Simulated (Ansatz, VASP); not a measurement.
Two plane-wave programs on Mo

The input INCAR:

```
ALGO = Normal ; EDIFF = 1E-6
ENCUT = 520 ; GGA = PS
ISIF = 2 ; ISMEAR = 0
LASPH = True ; LCHARG = True
LELF = True ; LREAL = False
LVHAR = True ; LWAVE = False
NBANDS = 13 ; NELM = 80
PREC = Accurate ; SIGMA = 0.05
```

The input KPOINTS:

```
k-points
0
Gamma
  18 18 18
```

POSCAR

```
Mo
1.0
   -1.5645568287      1.5645568287      1.5645568287
    1.5645568287     -1.5645568287      1.5645568287
    1.5645568287      1.5645568287     -1.5645568287
Mo
1
Direct
    0.0000000000      0.0000000000      0.0000000000
```

Input for Ansatz:

```yaml
crystal:
  lattice:
    - [-1.5645568287, 1.5645568287, 1.5645568287]
    - [1.5645568287, -1.5645568287, 1.5645568287]
    - [1.5645568287, 1.5645568287, -1.5645568287]
  atoms:
    - { symbol: Mo, position: [0.0, 0.0, 0.0] }
basis:
  ecutwfc: 420
  ecutrho_ratio: 4
kpoints:
  mp_grid: { grid: [18, 18, 18] }
hamiltonian:
  xc: pbesol
scf:
  occupations: { method: gaussian, width: 0.05 }
output:
  forces: true
  stress: true
  eigenvalues: true
```

Alike in both runs: task single point; functional PBEsol; k mesh 18 × 18 × 18; occupations gaussian, width 0.05 eV; no spin polarisation.

|  | VASP | Ansatz |
| --- | --- | --- |
| version | VASP 6.6.1 | Ansatz 0.2.0 |
| potentials or method | VASP PAW PBE potentials, release 64 (Mo_sv) | scalar-relativistic, plane waves, PAW |
| plane-wave cutoff (eV) | 520 | 420 |
| valence electrons in the cell | 14 | 14 |

VASP gave:

```
pressure (GPa) : 0.6
```

Problem. Estimate Ansatz's values.

Solution. Pressure (GPa): 0.0.

Caveats: the PAW data sets were made with another functional, which shifts forces and pressure a little (VASP).
